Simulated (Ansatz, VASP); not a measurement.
# One calculation of PbS, two programs

```
Pb S
1.0
     0.00000    3.35648    3.35648
     3.35648    0.00000    3.35648
     3.35648    3.35648    0.00000
Pb S
1 1
Direct
  0.00000 0.00000 0.00000
  0.25000 0.25000 0.25000
```

Alike in both runs: task single point; functional PBE; k mesh 6 × 6 × 6; no spin polarisation.

|  | VASP | Ansatz |
| --- | --- | --- |
| version | VASP 6.6.1 | Ansatz 0.2.0 |
| potentials or method | VASP PAW PBE potentials, release 64 (Pb_d, S) | plane waves, PAW |
| plane-wave cutoff (eV) | 520 | 420 |
| occupations | gaussian, width 0.01 eV | fixed |
| valence electrons in the cell | 20 | 20 |

|  | VASP | Ansatz | Ansatz less VASP |
| --- | --- | --- | --- |
| gap on the k mesh at the Fermi level (eV) | 1.01 | 1.01 | -0.003 |
| pressure (GPa) | -1.0 | -1.0 | +0.05 |

Caveats: spin-orbit coupling is left out, which as a rule narrows the gap of such compounds by several tenths of an eV. A k mesh can miss the band edges.
